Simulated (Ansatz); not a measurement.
A run of Ansatz 0.2.0 is set up as follows.

Contents of input.yaml:

```yaml
crystal:
  lattice:
    - [2.96560781, 0.0, 0.0]
    - [1.482803905, 2.5682917011, 0.0]
    - [1.482803905, 0.8560972337, 2.4214086372]
  atoms:
    - { symbol: Mg, position: [0.0, 0.0, 0.0] }
    - { symbol: O, position: [0.5, 0.5, 0.5] }
hamiltonian:
  xc: blyp
  pseudopotentials: { kind: nc, accuracy: standard, xc_functional: lda }
  dispersion: d3bj
kpoints:
  mp_grid: { grid: [11, 11, 11] }
  band_path:
    path:
      - [[0.0, 0.0, 0.0], [0.5, 0.0, 0.5], [0.5, 0.25, 0.75], [0.375, 0.375, 0.75], [0.0, 0.0, 0.0], [0.5, 0.5, 0.5], [0.625, 0.25, 0.625], [0.5, 0.25, 0.75], [0.5, 0.5, 0.5], [0.375, 0.375, 0.75]]
      - [[0.625, 0.25, 0.625], [0.5, 0.0, 0.5]]
    npoints: 14
scf:
  occupations: { method: methfessel_paxton, width: 0.01 }
  n_extra_bands: 6
output:
  forces: true
  stress: true
  eigenvalues: true
  fatbands: false
  write_density: true
  write_potential: true
  elf: true
  volumetric_format: npy
```

Potentials or basis: PseudoDojo standard (LDA files).

Command:

```console
$ ansatz run input.yaml --threads 2 --pin off --max-ram 5120MiB --backend cpu --events-out ev --progress --plain --runs-dir out
```

Problem. What does it give for the pressure?

Solution. -3.1 GPa.

Problem. Predict the band gap on the k mesh.

Solution. 5.33 eV, direct.

Levels at the corners of the path, in eV from the valence-band top:
```tsv
point	band 5	band 6	band 7	band 8	band 9	band 10	band 11	band 12
Γ	-16.95	0.00	0.00	0.00	5.33	16.27	16.27	16.27
X	-15.36	-3.98	-1.33	-1.33	9.68	10.35	13.46	19.25
W	-15.30	-2.87	-2.87	-1.73	12.08	12.08	12.47	15.89
K	-15.34	-3.40	-2.64	-1.12	10.58	12.10	12.92	18.39
Γ	-16.95	0.00	0.00	0.00	5.33	16.27	16.27	16.27
L	-15.60	-4.51	-0.64	-0.64	8.41	12.96	16.59	16.59
U	-15.34	-3.40	-2.64	-1.12	10.58	12.10	12.92	18.39
W	-15.30	-2.87	-2.87	-1.73	12.08	12.08	12.47	15.89
L	-15.60	-4.51	-0.64	-0.64	8.41	12.96	16.59	16.59
K	-15.34	-3.40	-2.64	-1.12	10.58	12.10	12.92	18.39
U	-15.34	-3.40	-2.64	-1.12	10.58	12.10	12.92	18.39
X	-15.36	-3.98	-1.33	-1.33	9.68	10.35	13.46	19.25
```

Caveat: the potentials were made for another functional, which shifts forces and pressure.

**Experimental background.**

From “Electronic structure of alkaline earth and post-transition metal oxides”, 2009, arxiv:0908.1581, for a bulk crystal of MgO: band gap 7.83 eV.

A measured gap of MgO is 7.83 eV (quoted in “Electronic structure of alkaline earth and post-transition metal oxides”, 2009, arxiv:0908.1581); the calculated 5.33 eV misses it by -2.50 eV. The value is that of BLYP+D3(BJ), without temperature or zero-point motion. Semilocal functionals fall short of measured gaps as a rule. The cell is a database's relaxed one, not the measured one, which moves gaps too.
